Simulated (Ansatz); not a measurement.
# PtSe2: the cost of one run

Method: DFT PBE+U (U_eff = 5 eV on Pt d), plane waves, PAW, no spin–orbit coupling unless a run says so, in Ansatz 0.2.0.

The COD entry's cell or inner coordinates are ideal or old and differ from later refinements, so a difference from it is no clean test against experiment.

3 further runs of the same task are left out: 3 that didn't finish.

## Step 1: The starting structure

The structure is trigonal, space group P-3m1 (No. 164). Conventional cell: a = 3.724 Å, b = 3.724 Å, c = 5.062 Å, α = 90.00°, β = 90.00°, γ = 120.00°. Around Pt (site symmetry -3m) lie 6 Se at 2.49 Å. Se (site symmetry 3m) has 3 Pt at 2.49 Å as nearest neighbours.

Coordinates:

```cif
data_structure
_symmetry_space_group_name_H-M 'P 1'
_symmetry_Int_Tables_number 1
_cell_length_a 3.7240
_cell_length_b 6.2843
_cell_length_c 10.1240
_cell_angle_alpha 36.341
_cell_angle_beta 90.000
_cell_angle_gamma 107.235
_cell_volume 121.59
loop_
_atom_site_label
_atom_site_type_symbol
_atom_site_fract_x
_atom_site_fract_y
_atom_site_fract_z
_atom_site_occupancy
Pt1 Pt 0.00000 0.00000 0.00000 1
Se1 Se 0.33333 0.66667 0.79167 1
Se2 Se 0.66667 0.33333 0.20833 1
Pt2 Pt 0.00000 0.00000 0.50000 1
Se3 Se 0.33333 0.66667 0.29167 1
Se4 Se 0.66667 0.33333 0.70833 1
```

An earlier series on this cell reached its lowest free state from «ferromagnetic start, free, natural orbitals of the symmetric run filled by rank», perhaps among other starts (it ended without moments).

## Step 2: Ferrimagnetic site moments held at first, then free

Contents of input.yaml:

```yaml
crystal:
  lattice:
    - [3.72400029, 0.0, 0.0]
    - [-1.86200015, 3.22507886, 5.06199958]
    - [0.0, 0.0, 10.12399916]
  atoms:
    - { symbol: Pt, position: [0.0, 0.0, 0.0], spin: 4.0 }
    - { symbol: Se, position: [0.3333333333, 0.6666666667, 0.7916666667] }
    - { symbol: Se, position: [0.6666666667, 0.3333333333, 0.2083333334] }
    - { symbol: Pt, position: [0.0, 0.0, 0.5], spin: -1.6 }
    - { symbol: Se, position: [0.3333333333, 0.6666666667, 0.2916666666] }
    - { symbol: Se, position: [0.6666666667, 0.3333333333, 0.7083333334] }
basis:
  ecutwfc: 420
  ecutrho_ratio: 4
kpoints:
  mp_grid: { grid: [6, 6, 6] }
hamiltonian:
  xc: pbe
  hubbard:
    sites: [{ site: 0, l: d, u_eff: 5.0 }, { site: 3, l: d, u_eff: 5.0 }]
scf:
  occupations: { method: gaussian, width: 0.05 }
  lower_state_search: "off"
  max_iter: 150
output:
  forces: true
  stress: true
  eigenvalues: true
  populations: true
  hubbard: { sites: [{ site: 0, l: d }, { site: 3, l: d }] }
magnetization:
  spin_polarized: true
  spin_locking: { lock_spins: true, n_iters: 12 }
```

The lock is temporary (n_iters 12) and is released on the way.

Command:

```sh
ansatz run input.yaml --threads 4 --pin off --max-ram 6144MiB --backend cpu --events-out ev --progress --plain --runs-dir out
```

What time and memory should one allow on 4 threads of Arm Neoverse V1, shared host?

About 62 s, with a peak of 1.2 GiB.
